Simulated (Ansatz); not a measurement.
## The stack of 1T-BiTeI under honeycomb InAs, upper layer turned by 180° under a gate

Aim: charge, voltage and capacitance of the stack of 1T-BiTeI under honeycomb InAs, upper layer turned by 180° in a field-effect set-up.

Method: plane-wave DFT, PBE-D3(BJ), Ansatz PAW, in Ansatz 0.2.0.

## 1. Set-up

The cell holds 5 atoms: 1 I, 1 Bi, 1 Te, 1 As and 1 In. Cell: a = 4.369 Å, b = 4.369 Å, c = 45.036 Å, α = 90.0°, β = 90.0°, γ = 120.0°. Regions: layer 1: 1T-BiTeI, 3 atoms (1 I, 1 Bi and 1 Te); layer 2: honeycomb InAs, 2 atoms (1 As and 1 In). Vacuum lies along c.

## 2. Relaxing the slab

The starting cell is a guess, so the in-plane lattice and the atoms are relaxed first, with the slab cut off from its images along the normal.

input.yaml

```yaml
crystal:
  lattice:
    - [4.368625, 0.0, 0.0]
    - [-2.1843125, 3.7833402296, 0.0]
    - [0.0, 0.0, 45.0356481404]
  atoms:
    - { symbol: I, position: [0.6666666667, 0.3333333333, 0.4218880106] }
    - { symbol: Bi, position: [0.0, 0.0, 0.4593042052] }
    - { symbol: Te, position: [0.3333333333, 0.6666666667, 0.4935123409] }
    - { symbol: As, position: [0.6666666667, 0.3333333333, 0.5634569322] }
    - { symbol: In, position: [0.0, 0.0, 0.5781119894] }
  periodic: [true, true, false]
kpoints:
  mp_grid: { grid: [12, 12, 1] }
hamiltonian:
  xc: pbe
  dispersion: d3bj
scf:
  occupations: { method: fermi_dirac, width: 0.05 }
  convergence: { dr2_threshold: 1.0e-09 }
relax:
  f_tol: 0.004
  max_steps: 90
  cell: {}
output:
  write_potential: true
  write_density: true
  volumetric_format: npy
```

On the command line:

```console
> ansatz run input.yaml --threads 4 --pin off --max-ram 12288MiB --backend cpu --events-out ev --progress --plain --runs-dir out
```

Numbers of over 12 decimals in the logs are rounded to 6 here.

The log of the run:

```text
Warning: relax.cell: scf.convergence.dr2_threshold = 1e-9 eV is looser than the 1.72287068503e-10 eV advised for a relaxation that steers and ends on the stress (1e-10 eV for each atom of the cell: 5, times the square of relax.cell.stress_2d_tol = 0.05 N/m over 17.0 Å (the atoms' height at the walk's start and 5 Å past either face), 2.935e-2 GPa, over a crystal's default 0.05). What an SCF threshold leaves in a stress goes as its square root, and in the free energy as the threshold itself, and one threshold admits the most on a small cell: [figures from the program's tests cut] Set scf.convergence.dr2_threshold to 1.72287068503e-10 eV or tighter. [rest of the remark cut]
Engine: ansatz 0.2.0, aarch64-unknown-linux-gnu
Pseudopotentials: kind: paw
Pseudopotential: I, paw, valence charge 17, recommended cutoff 420 eV (normal), I.paw.azcp
Pseudopotential: Bi, paw, valence charge 15, recommended cutoff 420 eV (normal), Bi.paw.azcp
Pseudopotential: Te, paw, valence charge 16, recommended cutoff 420 eV (normal), Te.paw.azcp
Pseudopotential: As, paw, valence charge 15, recommended cutoff 420 eV (normal), As.paw.azcp
Pseudopotential: In, paw, valence charge 13, recommended cutoff 420 eV (normal), In.paw.azcp
Functional definition: PBE
  parameter kappa = 0.804
  parameter beta = 0.066725
  exchange = pbe_x(kappa = kappa, mu = beta*pi^2/3)
  correlation = pbe_c(beta = beta)
Crystal: 5 atoms, lattice volume = 744.349 Å³
Basis set: ecut = 420 eV, 14653 PW (Γ), exchange–correlation on 60×60×640 points (8 copies of the dense FFT grid, shifted against one another)
Bands: 46, of which v1, the nominal top of the filled ones, is band 38 counted from 1 (37 counted from 0)
Symmetry: 6 space group operations
Space group: P3m1 (ITA 156), of the structure as read, at distance tolerance 9.1e-5 Å
k-points: 19 of 144 (time reversal used)
Non-local potential: I, projectors of the file, l = 0: 2, l = 1: 2, l = 2: 2, l = 3: 2
Non-local potential: Bi, projectors of the file, l = 0: 2, l = 1: 2, l = 2: 2, l = 3: 2
Non-local potential: Te, projectors of the file, l = 0: 2, l = 1: 2, l = 2: 2, l = 3: 2
Non-local potential: As, projectors of the file, l = 0: 2, l = 1: 2, l = 2: 3, l = 3: 1
Non-local potential: In, projectors of the file, l = 0: 2, l = 1: 2, l = 2: 2, l = 3: 2
PAW form: soft (Blöchl's): semilocal exchange-correlation on the pseudo side does not see the compensation charge
PAW one-centre angular grid: I, 590 points (default); XC on 64 Gauss nodes
PAW one-centre angular grid: Bi, 590 points (default); XC on 64 Gauss nodes
PAW one-centre angular grid: Te, 590 points (default); XC on 64 Gauss nodes
PAW one-centre angular grid: As, 590 points (default); XC on 64 Gauss nodes
PAW one-centre angular grid: In, 590 points (default); XC on 64 Gauss nodes
Initial density: superposition of atomic densities (neutral atoms: chi_scale 0, normalization atom), corrected by the library's trained network
Initial wavefunctions: pseudopotential atomic-orbital guess
Functional: x = pbe(κ = 0.804, μ = 0.219515), c = pbe(β = 0.066725)
SCF iter   1: F=—  HF=-37345.150051 eV  |F-HF|=—  |Δ(HF+E_count)|=         —  Δρ=1.16e-3  dr2=3.23e-2  ethr=1.77e-3  ⟨swp⟩=18.7  Hψ=5835  notcnv=0  defer=5
preconditioner: auto → Resta (q_TF=auto, 1.865 Å⁻¹)  ε∞=1.5  [insulator: Δε(μ)=0.580 eV  Ē_g=11.210 eV  σ=0.050 eV  W_gap=0.99  n_scr=104 (ndim 8)  ℏωp=8.2 eV  f_vac=0.757  D(μ)=0.01/eV (n_scr^D=0)  ε∞_Penn≈1.5  vacuum switching on, ρ_ref=9.1e-3 e/Å³]
SCF iter   2: F=—  HF=-37345.146592 eV  |F-HF|=—  |Δ(HF+E_count)|=   3.46e-3  Δρ=6.64e-4  dr2=2.01e-2  ethr=4.25e-5  ⟨swp⟩=4.5  Hψ=2398  notcnv=0  defer=53
SCF iter   3: F=—  HF=-37345.147573 eV  |F-HF|=—  |Δ(HF+E_count)|=   9.81e-4  Δρ=5.07e-4  dr2=3.05e-2  ethr=2.65e-5  ⟨swp⟩=3.2  Hψ=1128  notcnv=0  defer=53
SCF iter   4: F=—  HF=-37345.145367 eV  |F-HF|=—  |Δ(HF+E_count)|=   2.21e-3  Δρ=2.39e-4  dr2=1.22e-3  ethr=2.65e-5  ⟨swp⟩=2.3  Hψ=1035  notcnv=0  defer=53
SCF iter   5: F=—  HF=-37345.145556 eV  |F-HF|=—  |Δ(HF+E_count)|=   1.89e-4  Δρ=1.22e-4  dr2=1.76e-4  ethr=1.60e-6  ⟨swp⟩=2.9  Hψ=1285  notcnv=0  defer=53
SCF iter   6: F=—  HF=-37345.145700 eV  |F-HF|=—  |Δ(HF+E_count)|=   1.44e-4  Δρ=5.17e-5  dr2=2.49e-5  ethr=2.32e-7  ⟨swp⟩=2.9  Hψ=1270  notcnv=0  defer=51
SCF iter   7: F=—  HF=-37345.145719 eV  |F-HF|=—  |Δ(HF+E_count)|=   1.85e-5  Δρ=1.28e-5  dr2=1.84e-6  ethr=3.27e-8  ⟨swp⟩=3.0  Hψ=1341  notcnv=0  defer=51
SCF iter   8: F=—  HF=-37345.145859 eV  |F-HF|=—  |Δ(HF+E_count)|=   1.41e-4  Δρ=4.79e-6  dr2=1.62e-7  ethr=2.42e-9  ⟨swp⟩=3.2  Hψ=1630  notcnv=0  defer=51
SCF iter   9: F=—  HF=-37345.145860 eV  |F-HF|=—  |Δ(HF+E_count)|=   8.01e-7  Δρ=1.31e-6  dr2=1.47e-8  ethr=2.13e-10  ⟨swp⟩=3.1  Hψ=1540  notcnv=0  defer=51
SCF iter  10: F=—  HF=-37345.145860 eV  |F-HF|=—  |Δ(HF+E_count)|=   2.35e-8  Δρ=3.76e-7  dr2=1.32e-9  ethr=1.93e-11  ⟨swp⟩=2.9  Hψ=1591  notcnv=0  defer=51
SCF iter  11: F=-37345.145860 eV  HF=-37345.145860 eV  |F-HF|=1.89e-9  |Δ(HF+E_count)|=   8.29e-9  Δρ=1.11e-7  dr2=1.31e-10  ethr=1.32e-12  ⟨swp⟩=11.3  Hψ=6235  notcnv=0
SCF 1 converged in 11 iterations: F = -37345.145860 eV  dr2 = 1.31e-10
  greatest PAW one-centre occupation: 0.999 electrons in one spin orbital (limit 2), on the As atom at site 3 (counted from 0), in its partial waves of l = 2
relax step   1: F+E_penalty+E_count = -37345.14586023 eV  Δ(F+E_penalty+E_count) = +0.000e0 eV  max|allowed force component| = 1.930e0 eV/Å  Δτ_max = 0.0000 Å  P = +3.445 N/m  Ω = 744.349 Å³  fix = [c, alpha, beta]  reactions: c +0.000 N/m  (11 SCF iters, accepted)
Crystal: 5 atoms, lattice volume = 749.206 Å³
Basis set: ecut = 420 eV, 14809 PW (Γ), exchange–correlation on 60×60×640 points (8 copies of the dense FFT grid, shifted against one another)
Initial density: handed on by an earlier stage of this run
Initial wavefunctions: those handed on with the density
iter 1 solved again at ethr=2.16e-4 eV; its pass at ethr=3.10e-3 eV (dr2=1.64e-1 eV) is discarded
SCF iter   1: F=—  HF=-37345.596354 eV  |F-HF|=—  |Δ(HF+E_count)|=         —  Δρ=2.04e-3  dr2=1.78e-1  ethr=2.16e-4  ⟨swp⟩=2.6  Hψ=5141  notcnv=0
preconditioner: auto → Resta (q_TF=auto, 1.863 Å⁻¹)  ε∞=1.5  [insulator: Δε(μ)=0.917 eV  Ē_g=11.051 eV  σ=0.050 eV  W_gap=1.00  n_scr=104 (ndim 8)  ℏωp=8.1 eV  f_vac=0.753  D(μ)=0.00/eV (n_scr^D=0)  ε∞_Penn≈1.5  vacuum switching on, ρ_ref=8.9e-3 e/Å³]
SCF iter   2: F=—  HF=-37345.699579 eV  |F-HF|=—  |Δ(HF+E_count)|=   1.03e-1  Δρ=3.26e-3  dr2=1.59e0  ethr=2.16e-4  ⟨swp⟩=5.3  Hψ=2593  notcnv=0  defer=46  recentre
[...]
SCF iter   7: F=—  HF=-37345.645486 eV  |F-HF|=—  |Δ(HF+E_count)|=   1.22e-5  Δρ=5.49e-5  dr2=1.89e-5  ethr=1.09e-7  ⟨swp⟩=3.1  Hψ=1330  notcnv=0  defer=52
SCF iter   8: F=—  HF=-37345.645490 eV  |F-HF|=—  |Δ(HF+E_count)|=   3.50e-6  Δρ=2.29e-5  dr2=3.48e-6  ethr=2.48e-8  ⟨swp⟩=2.5  Hψ=1478  notcnv=0  defer=52
SCF iter   9: F=—  HF=-37345.645623 eV  |F-HF|=—  |Δ(HF+E_count)|=   1.33e-4  Δρ=6.61e-6  dr2=2.94e-7  ethr=4.57e-9  ⟨swp⟩=3.1  Hψ=1422  notcnv=0  defer=52
SCF iter  10: F=—  HF=-37345.645623 eV  |F-HF|=—  |Δ(HF+E_count)|=   1.89e-7  Δρ=1.59e-6  dr2=1.89e-8  ethr=3.87e-10  ⟨swp⟩=3.0  Hψ=1485  notcnv=0  defer=52
SCF iter  11: F=—  HF=-37345.645623 eV  |F-HF|=—  |Δ(HF+E_count)|=   1.45e-8  Δρ=5.62e-7  dr2=2.18e-9  ethr=2.49e-11  ⟨swp⟩=3.0  Hψ=1621  notcnv=0  defer=52
SCF iter  12: F=—  HF=-37345.645623 eV  |F-HF|=—  |Δ(HF+E_count)|=   1.77e-9  Δρ=1.66e-7  dr2=1.49e-9  ethr=1.32e-12  ⟨swp⟩=11.6  Hψ=6192  notcnv=0
SCF iter  13: F=—  HF=-37345.645623 eV  |F-HF|=—  |Δ(HF+E_count)|=  7.42e-10  Δρ=2.74e-7  dr2=1.32e-8  ethr=1.96e-12  ⟨swp⟩=2.1  Hψ=1043  notcnv=0  defer=52  recentre
SCF iter  14: F=-37345.645623 eV  HF=-37345.645623 eV  |F-HF|=8.00e-11  |Δ(HF+E_count)|=  7.13e-10  Δρ=6.13e-8  dr2=2.27e-11  ethr=1.32e-12  ⟨swp⟩=9.3  Hψ=5622  notcnv=0
SCF 3 converged in 14 iterations: F = -37345.645623 eV  dr2 = 2.27e-11
relax step   3: F+E_penalty+E_count = -37345.64562278 eV  Δ(F+E_penalty+E_count) = -6.770e-2 eV  max|allowed force component| = 1.205e-1 eV/Å  Δτ_max = 0.1887 Å  P = +0.213 N/m  Ω = 739.114 Å³  energy of the carried Pulay correction = +2.049e-4 eV  fix = [c, alpha, beta]  reactions: c +0.000 N/m  (14 SCF iters, accepted)
[...]
relax step   4: F+E_penalty+E_count = -37345.65109727 eV  Δ(F+E_penalty+E_count) = -5.474e-3 eV  max|allowed force component| = 4.360e-2 eV/Å  Δτ_max = 0.1008 Å  P = -0.109 N/m  Ω = 737.789 Å³  energy of the carried Pulay correction = +2.569e-4 eV  fix = [c, alpha, beta]  reactions: c -0.000 N/m  (11 SCF iters, accepted)
[...]
relax step   5: F+E_penalty+E_count = -37345.65157797 eV  Δ(F+E_penalty+E_count) = -4.807e-4 eV  max|allowed force component| = 7.577e-3 eV/Å  Δτ_max = 0.0162 Å  P = -0.028 N/m  Ω = 737.452 Å³  energy of the carried Pulay correction = +2.702e-4 eV  fix = [c, alpha, beta]  reactions: c -0.000 N/m  (9 SCF iters, accepted)
[...]
relax step   6: F+E_penalty+E_count = -37345.65160397 eV  Δ(F+E_penalty+E_count) = -2.600e-5 eV  max|allowed force component| = 7.010e-4 eV/Å  Δτ_max = 0.0016 Å  P = -0.005 N/m  Ω = 737.227 Å³  energy of the carried Pulay correction = +2.790e-4 eV  fix = [c, alpha, beta]  reactions: c -0.000 N/m  (7 SCF iters, accepted)
Initial wavefunctions: pseudopotential atomic-orbital guess (no wavefunctions were taken with the density)
iter 1 solved again at ethr=3.41e-6 eV; its pass at ethr=3.10e-3 eV (dr2=2.60e-3 eV) is discarded
SCF iter   1: F=—  HF=-37345.651212 eV  |F-HF|=—  |Δ(HF+E_count)|=         —  Δρ=6.38e-6  dr2=7.58e-8  ethr=3.41e-6  ⟨swp⟩=4.2  Hψ=8015  notcnv=0
eigensolver tolerance schedule: the retry pair's looser diagonalisation over-reported the residual by 34224.31 of it (diagonalisation noise at an unbounded share of the residual, at the tolerance the schedule requests for it); recorded, not acted on — ethr = c·dr2/N_el stays at c = 1.0e-1
SCF iter   2: F=—  HF=-37345.651325 eV  |F-HF|=—  |Δ(HF+E_count)|=   1.13e-4  Δρ=2.94e-6  dr2=2.28e-8  ethr=9.98e-11  ⟨swp⟩=6.5  Hψ=3584  notcnv=0
SCF iter   3: F=—  HF=-37345.651325 eV  |F-HF|=—  |Δ(HF+E_count)|=   1.71e-9  Δρ=1.42e-6  dr2=1.22e-8  ethr=3.00e-11  ⟨swp⟩=2.8  Hψ=1721  notcnv=0
SCF iter   4: F=—  HF=-37345.651325 eV  |F-HF|=—  |Δ(HF+E_count)|=   1.03e-8  Δρ=8.89e-7  dr2=1.10e-7  ethr=1.61e-11  ⟨swp⟩=2.8  Hψ=1640  notcnv=0  recentre
SCF iter   5: F=—  HF=-37345.651325 eV  |F-HF|=—  |Δ(HF+E_count)|=   6.48e-9  Δρ=4.81e-7  dr2=1.94e-8  ethr=1.61e-11  ⟨swp⟩=2.7  Hψ=1367  notcnv=0
SCF iter   6: F=-37345.651325 eV  HF=-37345.651325 eV  |F-HF|=2.18e-10  |Δ(HF+E_count)|=   1.29e-9  Δρ=2.35e-7  dr2=1.91e-10  ethr=1.32e-12  ⟨swp⟩=16.9  Hψ=7478  notcnv=0
SCF 7 converged in 6 iterations: F = -37345.651325 eV  dr2 = 1.91e-10
relax step   7: F+E_penalty+E_count = -37345.65132493 eV  Δ(F+E_penalty+E_count) = +2.790e-4 eV  max|allowed force component| = 6.806e-4 eV/Å  Δτ_max = 0.0000 Å  P = -0.006 N/m  Ω = 737.227 Å³  fix = [c, alpha, beta]  reactions: c -0.000 N/m  stress off target by 6.38e-3 N/m on what of the cell is left free  SCF on the basis re-selected at this cell (its energy is not comparable with the rows above)  (6 SCF iters)
basis re-selected at this cell: Δ(F+E_penalty+E_count) = +2.790e-4 eV, ΔP = -0.001 N/m vs the last step (what re-selecting the basis moved, of the pressure what is left beyond the Pulay correction that the steps carried, after the strain that the cell walked since its last selection, with what the two solves' SCF thresholds leave and, on support functions, any second-order correction that the steps lacked; it is no m [...]
SCF converged after 6 iterations
Free energy (F): -37345.651325 eV
Harris-Foulkes:  -37345.651325 eV  (|F-HF|=2.18e-10)
Internal energy: -37345.651324 eV  (E = F + TS)
E sigma→0 (E₀):  -37345.651325 eV
Entropy (-TS):   -0.000001 eV (-0.000 meV/atom)
Fermi energy:    -4.457291 eV
--- Per-component energies (eV) ---
  E_band       = -2024.798712
  E_kinetic    = 1014.265501
  E_local      = -266443.209956  (includes V_loc(G=0)·N_el)
  E_nonlocal   = -144.029263
  E_hartree    = 132626.590277
  E_xc         = -697.685702
  E_vxc        = -554.398300  (∫ρ·V_xc dr)
  E_paw        = -26129.517684  (= ΣΔE_a)
  E_vpaw       = -1150.608317  (= ΣTr[D̂ρ^β])
  E_aug_tail   = -0.000580  (compensation charges beyond the density's cutoff)
  E_ewald      = 122429.396100
  E_disp       = -1.460017  (pairwise vdW)
  E_smearing   = -0.000001  (= −TS)
  E_closure    = -0.000000  (closes the sum)
  Σ components = -37345.651325   (vs F -37345.651325, Δ=0.00e0)
--- Forces (eV/Å), atoms counted from 1 ---
  atom   1  I      0.00000000     0.00000000     0.00020854
  atom   2  Bi     0.00000000     0.00000000     0.00010669
  atom   3  Te     0.00000000    -0.00000000    -0.00068045
  atom   4  As     0.00000000    -0.00000000     0.00059831
  atom   5  In     0.00000000     0.00000000    -0.00023235
  max |Σ_I F_I| component: 7.42e-7 eV/Å
--- 2D stress c σ (N/m, compression-positive) ---
       -0.006379      -0.000000       0.000000
       -0.000000      -0.006379       0.000000
        0.000000       0.000000      -0.000000
  P = ½ c Tr σ = -0.0064 N/m
--- Band table (eV; the first three rows and the last of 19) ---
  k-point 0: bands = [... 34 lower, -5.7723, -5.7723, -5.2515, -5.2515, -3.9517, -3.3354, -3.0856, -3.0856, ... 4 higher]
  k-point 1: bands = [... 34 lower, -5.8441, -5.7944, -5.3324, -5.0969, -3.7230, -3.2063, -2.9779, -2.8105, ... 4 higher]
  k-point 2: bands = [... 34 lower, -5.9131, -5.7670, -5.5148, -5.2736, -3.4785, -2.7258, -2.6691, -2.4470, ... 4 higher]
  k-point 18: bands = [... 34 lower, -6.7717, -6.3026, -6.0074, -5.2505, -3.5052, -2.2550, -2.1333, -1.5377, ... 4 higher]
  the weakly bound empty levels are not read free of the cell's end (no_gap_told)
--- Relaxed structure (6 steps of the walk, 6 accepted, 1 SCFs on fresh bases) ---
  F+E_penalty+E_count = -37345.65132493 eV   max|allowed force component| = 6.806e-4 eV/Å   (the final SCF, on the basis selected at the relaxed cell)
  cell:  # Å, volume = 737.2272 Å³
    - [4.347676, -7.752754946689757e-19, 0]
    - [-2.173838, 3.765198, 0]
    - [0, 0, 45.0356481404]
  atoms:
    - { symbol: I, position: [0.666667, 0.333333, 0.415662] }
    - { symbol: Bi, position: [-3.4378919671683734e-17, -1.4802973661453333e-17, 0.462115] }
    - { symbol: Te, position: [0.333333, 0.666667, 0.500641] }
    - { symbol: As, position: [0.666667, 0.333333, 0.561317] }
    - { symbol: In, position: [-3.2706581907485543e-17, -1.480297366145336e-17, 0.576539] }
```

Run time: 2.6 min. Hardware: 4 threads of Arm Neoverse V1, shared host; peak memory 1.5 GiB; 10 min of CPU time.

The steps of the relaxation:

```csv
step,energy less that of the first step (eV),largest force component (eV/Å),volume (Å³)
1,0.0000,1.9296,744.35
2,-0.4321,0.6397,749.21
3,-0.4998,0.1205,739.11
4,-0.5052,0.0436,737.79
5,-0.5057,0.0076,737.45
6,-0.5057,0.0007,737.23
7*,-0.5055,0.0007,737.23
```

Relaxation steps marked * repeat the geometry before them on a plane-wave basis chosen anew for their cell, so energy and pressure can jump there.

The run keeps the 6 symmetry operations that it works with, so distortions that break them were not tested.

```csv
cell as run,before,after,change
a (Å),4.369,4.348,-0.5 %
b (Å),4.369,4.348,-0.5 %
```

The atoms that moved most (Å, along periodic axes as changes of fractional coordinates times the final cell, across vacuum about the mean position):

```csv
atom,dx,dy,dz,length
Te3,0.000,0.000,0.321,0.321
I1,0.000,0.000,-0.280,0.280
Bi2,0.000,0.000,0.127,0.127
As4,0.000,0.000,-0.096,0.096
In5,0.000,0.000,-0.071,0.071
```

The relaxed structure:

```xyz
5
Lattice="4.3477 0.0000 0.0000 -2.1738 3.7652 0.0000 0.0000 0.0000 45.0356" Properties=species:S:1:pos:R:3
I     2.1738    1.2551   18.7196
Bi    0.0000    0.0000   20.8116
Te    0.0000    2.5101   22.5467
As    2.1738    1.2551   25.2793
In    0.0000    0.0000   25.9648
```

The lattice constant a goes from 4.369 to 4.348 Å.

[end of part 1 of 3]

[Logs are printed without paths, hosts, clocks, repeated set-up lines and the standing remarks that a program may print on its own settings, such as how far it seeks lower states.]

[Hosts, paths, dates, database ids (printed as entryN), source tags and the programs' standing remarks are cut or masked in the printed files.]

[Maps of the electrostatic potential energy from Ansatz leave out the sawtooth potential of an applied field or a dipole correction, so their vacuum need not be flat; planar profiles and work functions include it.]
